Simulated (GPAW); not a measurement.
Runs of GPAW 26.7.0 on C. Symmetry: Fd-3m, No. 227, cubic system. Conventional cell: a = 3.567 Å, b = 3.567 Å, c = 3.567 Å, α = 90.00°, β = 90.00°, γ = 90.00°. C (site symmetry -43m) is surrounded by 4 C at 1.54 Å. This isn't the form of C at room conditions, which is graphite.

```csv
task,level,potentials or basis,cell,smearing,optimizer,fmax,max steps,convergence,gap on the mesh (eV),pressure (GPa),relaxed volume (Å³/atom)
single point,PBE,"GPAW PAW data sets (gpaw-data 1.2.1), pw",as given,gaussian 0.023 eV,-,-,-,-,4.14,1.4,-
single point,PBE,"GPAW PAW data sets (gpaw-data 1.2.1), pw",as given,gaussian 0.018 eV,-,-,-,-,4.14,1.4,-
relaxation of cell and atoms,PBEsol+D4,"PAW data sets generated in the run's folder for this functional, pw",relaxed,fermi-dirac 0.05 eV,LBFGS,0.01 eV/Å,40,density=1e-05 forces=0.0001,4.05,0.1,5.57
relaxation of cell and atoms,PBEsol+D3(BJ),"PAW data sets generated in the run's folder for this functional, pw",relaxed,fermi-dirac 0.05 eV,LBFGS,0.02 eV/Å,60,density=1e-05 forces=0.0001,4.05,0.1,(a)
single point,PBE,"GPAW PAW data sets (gpaw-data 1.2.1), pw",as given,gaussian 0.015 eV,-,-,-,-,4.14,1.4,-
single point,PBE,"GPAW PAW data sets (gpaw-data 1.2.1), pw",as given,gaussian 0.026 eV,-,-,-,-,4.14,1.4,-
single point,PBE,"GPAW PAW data sets (gpaw-data 1.2.1), pw",as given,gaussian 0.027 eV,-,-,-,-,4.14,1.4,-
single point,PBE,"GPAW PAW data sets (gpaw-data 1.2.1), pw",as given,gaussian 0.013 eV,-,-,-,-,4.14,1.4,-
```

Alike in all rows: no spin polarisation; k mesh 13 × 13 × 13; cutoff (eV) 800.

Task: Fill in the values left out.

Result: (a) 5.56.

Caveats: an odd mesh through Γ misses points on the zone boundary, where band edges often lie; later steps reuse the first step's grids (some runs).
